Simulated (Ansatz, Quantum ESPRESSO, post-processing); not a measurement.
# honeycomb AlP, 2 layers, AB stacking in a field-effect set-up, part 4 of 7

Aim: where the induced charge goes and how the bands change when honeycomb AlP, 2 layers, AB stacking is doped by a gate.

Quantum ESPRESSO 7.5; plane-wave DFT, PBE, PseudoDojo norm-conserving pseudopotentials; geometry by Ansatz 0.2.0 with PAW datasets.

So far. Step 3 (Self-consistent run: neutral sheet, no gate): The run needed 17 iterations to bring the estimated error under 1e-07 Ry. Step 6 (Band structure: neutral sheet, no gate): Along this path the valence top lies between K and Γ and the conduction bottom at M.

## 7. Self-consistent run: charge -0.0538 e against a gate

gate = .true. adds a charged plate at zgate that balances tot_charge; a barrier (block_1 to block_2, block_height) keeps the electrons off it, and dipfield leaves the far side free of field. Negative tot_charge adds electrons. The total energies that the log prints beside a gate are not used here.

Contents of g1.in:

```
&control
  prefix = 'g1'
  outdir = './out'
  pseudo_dir = './pseudo'
  calculation = 'scf'
  tprnfor = .true.
  tefield = .true.
  dipfield = .true.
  gate = .true.
/
&system
  ibrav = 0
  nat = 4
  ntyp = 2
  ecutwfc = 36
  ecutrho = 144
  occupations = 'smearing'
  smearing = 'fd'
  degauss = 0.004
  edir = 3
  emaxpos = 0.211938
  eopreg = 0.01
  eamp = 0.0
  zgate = 0.223938
  block = .true.
  block_1 = 0.146718
  block_2 = 0.301158
  block_height = 2.0
  tot_charge = -0.0538
  nbnd = 14
/
&electrons
  conv_thr = 1e-07
  mixing_beta = 0.4
  electron_maxstep = 120
  mixing_mode = 'local-TF'
  startingpot = 'file'
/
ATOMIC_SPECIES
  P   30.9738  P.dojo-sr-pbe-0.4.1-standard.upf
  Al  26.9815  Al.dojo-sr-pbe-0.4.1-standard.upf
CELL_PARAMETERS angstrom
  3.84842375457852 0.00000000000000 0.00000000000000
  -1.92421187728926 3.33283273599249 -0.00000000000000
  0.00000000000000 -0.00000000000000 25.90000000000000
ATOMIC_POSITIONS crystal
  P   0.666666666667 0.333333333333 0.435548607003
  Al  0.333333333333 0.666666666667 0.460694619719
  P   0.000000000000 -0.000000000000 0.565690909389
  Al  0.666666666667 0.333333333333 0.538065863888
K_POINTS automatic
  12 12 1 0 0 0
```

Started as:

```
> cp -r out/g0.save out/g1.save
> OMP_NUM_THREADS=1 mpirun -n 4 pw.x -nk 4 -in g1.in > g1.out
```

What it wrote:

```text
[banner, memory and clock lines left out]
Program PWSCF v.7.5 starts
[citation notice left out]

[...]
Message from routine setup:
[...]
bravais-lattice index     =            0
     lattice parameter (alat)  =       7.2725  a.u.
     unit-cell volume          =    2241.7789 (a.u.)^3
     number of atoms/cell      =            4
     number of atomic types    =            2
     number of electrons       =        16.05
     number of Kohn-Sham states=           14
     kinetic-energy cutoff     =      36.0000  Ry
     charge density cutoff     =     144.0000  Ry
     scf convergence threshold =      1.0E-07
     mixing beta               =       0.4000
     number of iterations used =            8  local-TF  mixing
     Exchange-correlation= PBE
                           (   1   4   3   4   0   0   0)

[...]
PseudoPot. # 1 for P  read from file:
     ./pseudo/P.dojo-sr-pbe-0.4.1-standard.upf
     Pseudo is Norm-conserving + core correction, Zval =  5.0
     Generated using ONCVPSP code by D. R. Hamann
     Using radial grid of 1298 points,  6 beta functions with:
                l(1) =   0
                l(2) =   0
                l(3) =   1
                l(4) =   1
                l(5) =   2
                l(6) =   2

     PseudoPot. # 2 for Al read from file:
     ./pseudo/Al.dojo-sr-pbe-0.4.1-standard.upf
     Pseudo is Norm-conserving + core correction, Zval =  3.0
     Generated using ONCVPSP code by D. R. Hamann
     Using radial grid of 1876 points,  6 beta functions with:
                l(1) =   0
                l(2) =   0
                l(3) =   1
                l(4) =   1
                l(5) =   2
                l(6) =   2

     atomic species   valence    mass     pseudopotential
     P                 5.00    30.97380     P ( 1.00)
     Al                3.00    26.98150     Al( 1.00)

      6 Sym. Ops. (no inversion) found

                                    s                        frac. trans.

      isym =  1     identity

 cryst.   s( 1) = (     1          0          0      )
                  (     0          1          0      )
                  (     0          0          1      )

 cart.    s( 1) = (  1.0000000  0.0000000  0.0000000 )
                  (  0.0000000  1.0000000  0.0000000 )
                  (  0.0000000  0.0000000  1.0000000 )

      isym =  2     120 deg rotation - cryst. axis [0,0,1]

 cryst.   s( 2) = (     0          1          0      )
                  (    -1         -1          0      )
                  (     0          0          1      )

 cart.    s( 2) = ( -0.5000000 -0.8660254  0.0000000 )
                  (  0.8660254 -0.5000000  0.0000000 )
                  (  0.0000000  0.0000000  1.0000000 )

      isym =  3     120 deg rotation - cryst. axis [0,0,-1]

 cryst.   s( 3) = (    -1         -1          0      )
                  (     1          0          0      )
                  (     0          0          1      )

 cart.    s( 3) = ( -0.5000000  0.8660254  0.0000000 )
                  ( -0.8660254 -0.5000000  0.0000000 )
                  (  0.0000000  0.0000000  1.0000000 )

      isym =  4     inv. 180 deg rotation - cart. axis [1,0,0]

 cryst.   s( 4) = (    -1          0          0      )
                  (     1          1          0      )
                  (     0          0          1      )

 cart.    s( 4) = ( -1.0000000  0.0000000  0.0000000 )
                  (  0.0000000  1.0000000  0.0000000 )
                  (  0.0000000  0.0000000  1.0000000 )

      isym =  5     inv. 180 deg rotation - cryst. axis [0,1,0]

 cryst.   s( 5) = (     1          1          0      )
                  (     0         -1          0      )
                  (     0          0          1      )

 cart.    s( 5) = (  0.5000000  0.8660254  0.0000000 )
                  (  0.8660254 -0.5000000  0.0000000 )
                  (  0.0000000  0.0000000  1.0000000 )

      isym =  6     inv. 180 deg rotation - cryst. axis [1,1,0]

 cryst.   s( 6) = (     0         -1          0      )
                  (    -1          0          0      )
                  (     0          0          1      )

 cart.    s( 6) = (  0.5000000 -0.8660254  0.0000000 )
                  ( -0.8660254 -0.5000000  0.0000000 )
                  (  0.0000000  0.0000000  1.0000000 )

[...]
number of k points=    19  Fermi-Dirac smearing, width (Ry)=  0.0040
[...]
Dense  grid:    65263 G-vectors     FFT dimensions: (  27,  27, 192)

     Dynamical RAM for                 wfc:       1.75 MB

     Dynamical RAM for     wfc (w. buffer):      10.48 MB

     Dynamical RAM for           str. fact:       1.99 MB

     Dynamical RAM for           local pot:       0.00 MB

     Dynamical RAM for          nlocal pot:       8.98 MB

     Dynamical RAM for                qrad:       1.93 MB

     Dynamical RAM for          rho,v,vnew:       6.19 MB

     Dynamical RAM for               rhoin:       2.06 MB

     Dynamical RAM for            rho*nmix:      15.93 MB

     Dynamical RAM for           G-vectors:       4.23 MB

     Dynamical RAM for          h,s,v(r/c):       0.04 MB

     Dynamical RAM for          <psi|beta>:       0.02 MB

     Dynamical RAM for                 psi:       3.49 MB

     Dynamical RAM for                hpsi:       3.49 MB

     Dynamical RAM for      wfcinit/wfcrot:       3.50 MB

     Adding charged plate to compensate the charge of the system - add_gatefield
     see PRB 89, 245406 (2014), works only for 2D systems perpendicular to z
                                i.e. 3rd lattice vector is (0,0,c)

        prefactor of the potential in [Ha a.u.]:    -0.007380
               position of the gate within cell:     0.22394
         ion-gate + gate-gate contribution to the total energy:    -2.267310
                         gate-gate contribution:     0.003239

        Adding potential to prevent charge spilling into region of the gate
        Potential is linearly increased and decreased within the first/last eopreg of block_size
        block_size =  0.15444 in units of unit cell length
        block_height =  2.00000 in Ry

     The initial density is read from file :
     ./out/g1.save/charge-density

     starting charge      16.0000, renormalised to      16.0538

     Adding external electric field

     Computed dipole along edir(3) :
        Elec. dipole         -0.9542 Ry au,         -2.4254 Debye
[...]
estimated scf accuracy    <       0.00018421 Ry

     iteration #  6     ecut=    36.00 Ry     beta= 0.40
[...]
---- Real-time Memory Report at c_bands before calling an iterative solver
           129 MiB given to the printing process from OS
            80 MiB allocation reported by mallinfo(arena+hblkhd)
[...]
------------------
[...]
negative rho (up, down):  5.257E-03 0.000E+00

[...]
Dipole               -0.4899 Ry au,         -1.2453 Debye
[...]
total energy              =     -38.96602436 Ry
     estimated scf accuracy    <       0.00013936 Ry

[...]
iteration # 12     ecut=    36.00 Ry     beta= 0.40
[...]
---- Real-time Memory Report at c_bands before calling an iterative solver
           137 MiB given to the printing process from OS
            88 MiB allocation reported by mallinfo(arena+hblkhd)
[...]
------------------
[...]
negative rho (up, down):  3.301E-04 0.000E+00

[...]
Dipole               -0.5511 Ry au,         -1.4009 Debye
[...]
total energy              =     -38.96588821 Ry
     estimated scf accuracy    <       0.00000057 Ry

     iteration # 13     ecut=    36.00 Ry     beta= 0.40
[...]
---- Real-time Memory Report at c_bands before calling an iterative solver
           137 MiB given to the printing process from OS
            88 MiB allocation reported by mallinfo(arena+hblkhd)
[...]
------------------
[...]
negative rho (up, down):  9.339E-05 0.000E+00

[...]
Dipole               -0.5514 Ry au,         -1.4016 Debye
[...]
total energy              =     -38.96588697 Ry
     estimated scf accuracy    <       0.00000040 Ry

     iteration # 14     ecut=    36.00 Ry     beta= 0.40
[...]
---- Real-time Memory Report at c_bands before calling an iterative solver
           137 MiB given to the printing process from OS
            88 MiB allocation reported by mallinfo(arena+hblkhd)
[...]
------------------
[...]
negative rho (up, down):  2.612E-05 0.000E+00

[...]
Dipole               -0.5520 Ry au,         -1.4031 Debye
[...]
total energy              =     -38.96588625 Ry
     estimated scf accuracy    <       0.00000026 Ry

     iteration # 15     ecut=    36.00 Ry     beta= 0.40
[...]
---- Real-time Memory Report at c_bands before calling an iterative solver
           137 MiB given to the printing process from OS
            88 MiB allocation reported by mallinfo(arena+hblkhd)
[...]
------------------
[...]
Dipole               -0.5518 Ry au,         -1.4024 Debye
[...]
End of self-consistent calculation

          k = 0.0000 0.0000 0.0000 (  8079 PWs)   bands (ev):

   -14.6361 -13.1612  -7.3278  -4.1263  -4.1263  -3.6472  -3.1409  -3.1409
    -0.6135   0.0029   0.9782   0.9783   1.6423   2.0512

     occupation numbers
     1.0000   1.0000   1.0000   1.0000   1.0000   1.0000   1.0000   1.0000
     0.0000   0.0000   0.0000   0.0000   0.0000   0.0000

          k = 0.0000 0.0962 0.0000 (  8088 PWs)   bands (ev):

   -14.5658 -13.0998  -7.2770  -4.6821  -4.2559  -3.5984  -3.5651  -3.2158
    -0.3077   0.2688   0.8923   1.2021   1.6736   1.9706

     occupation numbers
     1.0000   1.0000   1.0000   1.0000   1.0000   1.0000   1.0000   1.0000
     0.0000   0.0000   0.0000   0.0000   0.0000   0.0000

[...]
the Fermi energy is    -2.1891 ev

!    total energy              =     -38.96588635 Ry
     estimated scf accuracy    <       0.00000003 Ry
     smearing contrib. (-TS)   =      -0.00031627 Ry
     internal energy E=F+TS    =     -38.96557008 Ry

     The total energy is F=E-TS. E is the sum of the following terms:
     one-electron contribution =    -349.01769186 Ry
     hartree contribution      =     177.27281171 Ry
     xc contribution           =     -12.51770725 Ry
     ewald contribution        =     147.56262125 Ry
     electric field correction =       0.00170654 Ry
     gate field correction     =      -2.26731046 Ry

     convergence has been achieved in  15 iterations

     Forces acting on atoms (cartesian axes, Ry/au):

     atom    1 type  1   force =     0.00000000    0.00000000   -0.00642218
     atom    2 type  2   force =     0.00000000    0.00000000    0.00424699
     atom    3 type  1   force =     0.00000000    0.00000000    0.00012519
     atom    4 type  2   force =     0.00000000    0.00000000    0.00205001
     The non-local contrib.  to forces
     atom    1 type  1   force =     0.00000000   -0.00000000    0.09124929
     atom    2 type  2   force =     0.00000000    0.00000000    0.13320946
     atom    3 type  1   force =     0.00000000    0.00000000   -0.15300666
     atom    4 type  2   force =    -0.00000000    0.00000000   -0.07941733
     The ionic contribution  to forces
     atom    1 type  1   force =    -0.00000000    0.00000000  -10.31189763
     atom    2 type  2   force =     0.00000000   -0.00000000   -3.28453486
     atom    3 type  1   force =     0.00000000   -0.00000000   10.19356873
     atom    4 type  2   force =    -0.00000000    0.00000000    3.40286377
     The local contribution  to forces
     atom    1 type  1   force =    -0.00000000    0.00000000   10.14215438
     atom    2 type  2   force =    -0.00000000    0.00000000    3.12549711
     atom    3 type  1   force =     0.00000000    0.00000000  -10.09894644
     atom    4 type  2   force =     0.00000000   -0.00000000   -3.36292810
     The core correction contribution to forces
     atom    1 type  1   force =     0.00000000   -0.00000000   -0.00162171
     atom    2 type  2   force =    -0.00000000    0.00000000   -0.01193685
     atom    3 type  1   force =    -0.00000000   -0.00000000    0.00413940
     atom    4 type  2   force =     0.00000000   -0.00000000    0.00641411
     The Hubbard contrib.    to forces
     atom    1 type  1   force =     0.00000000    0.00000000    0.00000000
     atom    2 type  2   force =     0.00000000    0.00000000    0.00000000
     atom    3 type  1   force =     0.00000000    0.00000000    0.00000000
     atom    4 type  2   force =     0.00000000    0.00000000    0.00000000
     The SCF correction term to forces
     atom    1 type  1   force =    -0.00000000   -0.00000000    0.00014418
     atom    2 type  2   force =    -0.00000000    0.00000000    0.00008839
     atom    3 type  1   force =     0.00000000    0.00000000    0.00003037
     atom    4 type  2   force =     0.00000000    0.00000000    0.00004601

     Gate contribution to forces:
     atom    1 type  1   force =    -0.00000000    0.00000000    0.04256742
     atom    2 type  2   force =    -0.00000000    0.00000000    0.02331346
     atom    3 type  1   force =    -0.00000000    0.00000000    0.02335790
     atom    4 type  2   force =    -0.00000000    0.00000000    0.01646128

     Total force =     0.007969     Total SCF correction =     0.000178

[...]
```

Run time: 43 s. Hardware: 4 MPI ranks of Arm Neoverse N1, shared host; peak memory 0.39 GiB; 2.8 min of CPU time.

This step gave:

- Fermi energy: -2.189 eV

The program's own clock; routines nest. Time by routine:

```csv
routine,wall time (s),calls
PWSCF,42.13,1
electrons,40.69,1
c_bands,24.74,15
cegterg,22.25,75
h_psi,20.16,400
fftw,18.4,7608
vloc_psi,17.15,400
mix_rho,11.3,15
ffts,6.88,1737
sum_band,3.37,15
sum_band:loo,3.09,15
calbec,1.57,420
add_vuspsi,1.5,400
h_psi:calbec,1.46,400
```

The run needed 15 iterations to bring the estimated error under 1e-07 Ry.

## 8. Valence density

Contents of g1.rho.in:

```
&inputpp
  prefix = 'g1'
  outdir = './out'
  filplot = 'g1.rho.dat'
  plot_num = 0
/
```

Started as:

```
> OMP_NUM_THREADS=1 mpirun -n 4 pp.x -in g1.rho.in > g1.rho.out
```

The job ended after 0.87 s (4 MPI ranks; peak memory 0.11 GiB).

Numbers from this step:

```
electrons by integration : 16.05 e
```

The density integrates to 16.054 electrons, as the 16.05 of the input ask.

## 9. Electrostatic potential

The potential should show the barrier, the kink at the plate, the step of the dipole correction and a flat far side.

Contents of g1.pot.in:

```
&inputpp
  prefix = 'g1'
  outdir = './out'
  filplot = 'g1.pot.dat'
  plot_num = 11
/
```

Started as:

```
> OMP_NUM_THREADS=1 mpirun -n 4 pp.x -in g1.pot.in > g1.pot.out
```

What it wrote:

```text
[banner, memory and clock lines left out]
Program POST-PROC v.7.5 starts
[citation notice left out]

[...]
./out/g1.save/

[...]
Calling punch_plot, plot_num =  11

     Adding external electric field

     Computed dipole along edir(3) :
        Dipole               -0.5518 Ry au,         -1.4024 Debye
        Dipole field         -0.0031 Ry au,

        Potential amp.        0.2997 Ry
        Total length         48.4545 bohr

     Writing data to file  g1.pot.dat
     Message from routine chdens:
     namelist plot not found or invalid, exiting
```

Wall time 0.86 s (4 MPI ranks); peak memory 0.11 GiB.

Electrostatic potential energy of an electron, with the sawtooth; zero at the Fermi level. Table of potential energy, planar mean by z:

```csv
z (Å),"potential energy, planar mean (eV)"
0,5.39
1,5.39
2,5.39
3,5.39
4,26.4
5,32.6
6,28.6
7,29.4
8,2.94
9,3.63
10,3.30
11,-8.02
12,-9.98
13,-0.894
14,-10.0
15,-5.77
16,4.55
17,5.34
18,5.39
19,5.39
20,5.39
21,5.39
22,5.39
23,5.39
24,5.39
25,5.39
```

## 10. Induced charge

The planar mean by z:

```csv
z (Å),planar mean (e/Å³)
5,-4.4e-8
6,-6.9e-7
7,-9.2e-6
8,2.1e-5
9,5.9e-4
10,0.00248
11,8.1e-4
12,-4.7e-5
13,2.1e-4
14,1.5e-4
15,-2.1e-5
16,-6.8e-5
17,-1.1e-5
18,-1.6e-6
19,-1.9e-7
```

Running integral, electrons below z against z:

z (Å), running integral, electrons below z (e/Å²) and a bar from the least value:
```
        6    0.00000 
        7    0.00000 
        8   -0.00002 
        9    0.00025 ##
       10    0.00184 #############
       11    0.00387 ###########################
       12    0.00407 ############################
       13    0.00400 ############################
       14    0.00432 ##############################
       15    0.00432 ##############################
       16    0.00423 #############################
       17    0.00420 #############################
       18    0.00420 #############################
       19    0.00419 #############################
       20    0.00419 #############################
       21    0.00419 #############################
       22    0.00419 #############################
       23    0.00419 #############################
       24    0.00419 #############################
       25    0.00419 #############################
```

## 11. Self-consistent run: charge 0.0538 e against a gate

g2.in is the input of step 7 with these lines changed:

```diff
@@ -1,3 +1,3 @@
 &control
-  prefix = 'g1'
+  prefix = 'g2'
   outdir = './out'
@@ -28,3 +28,3 @@
   block_height = 2.0
-  tot_charge = -0.0538
+  tot_charge = 0.0538
   nbnd = 14
```

Started as:

```
> cp -r out/g1.save out/g2.save
> OMP_NUM_THREADS=1 mpirun -n 4 pw.x -nk 4 -in g2.in > g2.out
```

What it wrote:

```text
[banner, memory and clock lines left out]
Program PWSCF v.7.5 starts
[...]
Message from routine setup:
[...]
number of electrons       =        15.95
     number of Kohn-Sham states=           14
     kinetic-energy cutoff     =      36.0000  Ry
     charge density cutoff     =     144.0000  Ry
[...]
number of k points=    19  Fermi-Dirac smearing, width (Ry)=  0.0040
[...]
Dense  grid:    65263 G-vectors     FFT dimensions: (  27,  27, 192)
[...]
The initial density is read from file :
[...]
Starting wfcs are   16 randomized atomic wfcs
[...]
negative rho (up, down):  9.893E-04 0.000E+00
[...]
estimated scf accuracy    <       0.66559567 Ry
[...]
negative rho (up, down):  7.542E-03 0.000E+00
[...]
estimated scf accuracy    <       0.34253547 Ry
[...]
negative rho (up, down):  9.983E-03 0.000E+00
[...]
estimated scf accuracy    <       0.02238266 Ry
[...]
negative rho (up, down):  8.834E-03 0.000E+00
[...]
estimated scf accuracy    <       0.00564632 Ry
[...]
negative rho (up, down):  5.722E-03 0.000E+00
[...]
estimated scf accuracy    <       0.00139341 Ry
[...]
negative rho (up, down):  2.668E-03 0.000E+00
[...]
estimated scf accuracy    <       0.00081997 Ry
[...]
negative rho (up, down):  2.234E-04 0.000E+00
[...]
estimated scf accuracy    <       0.00057980 Ry
[...]
negative rho (up, down):  2.657E-05 0.000E+00
[...]
estimated scf accuracy    <       0.00037134 Ry
[...]
negative rho (up, down):  3.172E-03 0.000E+00
[...]
estimated scf accuracy    <       0.00028544 Ry
[...]
negative rho (up, down):  1.944E-03 0.000E+00
[...]
estimated scf accuracy    <       0.00009285 Ry
[...]
negative rho (up, down):  8.773E-04 0.000E+00
[...]
estimated scf accuracy    <       0.00007294 Ry
[...]
negative rho (up, down):  8.807E-04 0.000E+00
[...]
estimated scf accuracy    <       0.00001963 Ry
[...]
negative rho (up, down):  2.433E-04 0.000E+00
[...]
estimated scf accuracy    <       0.00000881 Ry
[...]
negative rho (up, down):  1.698E-04 0.000E+00
[...]
estimated scf accuracy    <       0.00000329 Ry
[...]
negative rho (up, down):  5.925E-05 0.000E+00
[...]
estimated scf accuracy    <       0.00000024 Ry
[...]
negative rho (up, down):  3.257E-05 0.000E+00
[...]
Total length         48.4545 bohr
[...]
estimated scf accuracy    <       0.00000010 Ry
[...]
Computed dipole along edir(3) :
[...]
Dipole                0.3396 Ry au,          0.8632 Debye
        Dipole field          0.0019 Ry au,
        Potential amp.       -0.1845 Ry
        Total length         48.4545 bohr
[...]
the Fermi energy is    -3.6054 ev
!    total energy              =     -35.07349509 Ry
     estimated scf accuracy    <       0.00000002 Ry
     smearing contrib. (-TS)   =      -0.00082947 Ry
     internal energy E=F+TS    =     -35.07266562 Ry
[...]
one-electron contribution =    -348.03465028 Ry
     hartree contribution      =     175.58422873 Ry
     xc contribution           =     -12.46577787 Ry
     ewald contribution        =     147.56262125 Ry
     electric field correction =       0.00064649 Ry
     gate field correction     =       2.28026607 Ry
     convergence has been achieved in  17 iterations
[...]
Total force =     0.007785     Total SCF correction =     0.000211
[...]
```

It took 50 s on 4 MPI ranks; peak memory 0.39 GiB.

Read from the output:

- Fermi energy: -3.605 eV

[end of part 4 of 7]

[Logs are printed without paths, hosts, clocks, repeated set-up lines and the standing remarks that a program may print on its own settings, such as how far it seeks lower states.]

[Hosts, paths, dates, database ids (printed as entryN), source tags and the programs' standing remarks are cut or masked in the printed files.]

[Maps of the electrostatic potential energy from Ansatz leave out the sawtooth potential of an applied field or a dipole correction, so their vacuum need not be flat; planar profiles and work functions include it.]
